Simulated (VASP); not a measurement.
Wanted: the native input for a VASP 6.6.1 run.

* Task: single point
* Functional: PBE
* Potentials or basis: VASP PAW PBE potentials, release 64 (Al, N)
* Cutoff: 520 eV
* k mesh: 8 × 8 × 8
* Occupations: gaussian, width 0.05 eV
* Spin: no spin polarisation
* Dipole correction: no
* Further INCAR settings: ALGO = Fast; EDIFF = 1e-07; NBANDS = 11

The structure of AlN lies in POSCAR:

```
AlN
1.0
    0.0000000000      2.0352726084      2.0352726084
    2.0352726084      0.0000000000      2.0352726084
    2.0352726084      2.0352726084      0.0000000000
Al N
1 1
Direct
    0.5000000000      0.5000000000      0.5000000000
    0.0000000000      0.0000000000      0.0000000000
```

Measurements of this composition are mostly on another form, of space group No. 186.

The input as run:

INCAR

```
PREC     = Accurate       # precision mode
ENCUT    = 520            # plane-wave cutoff, eV
EDIFF    = 1E-7           # SCF threshold, eV
ISMEAR   = 0              # smearing method
SIGMA    = 0.05           # smearing width, eV
LREAL    = False          # projectors in reciprocal space
LASPH    = True           # aspherical terms in the spheres
NELM     = 60             # most SCF steps
ALGO     = Fast           # electronic algorithm
ISIF     = 2              # what is computed and relaxed
LWAVE    = False          # write WAVECAR
LCHARG   = False          # write CHGCAR
GGA      = PE             # functional
NBANDS   = 11             # bands
```

KPOINTS

```
regular mesh
0
Gamma
  8 8 8
```

Potentials or basis: VASP PAW PBE potentials, release 64 (Al, N).

Launch:

```sh
$ cat potpaw_PBE.64/Al/POTCAR potpaw_PBE.64/N/POTCAR > POTCAR
$ mpirun -np 1 vasp_std > vasp.out
```

It gave:

```yaml
Pressure: -0.3 GPa
Band_gap_on_the_k_mesh: 4.41 eV, indirect (least direct gap 5.39 eV)
```

It took 3.7 s on 1 thread of Intel(R) Xeon(R) 6975P-C (Granite Rapids) (shared host), peak memory 0.13 GiB.
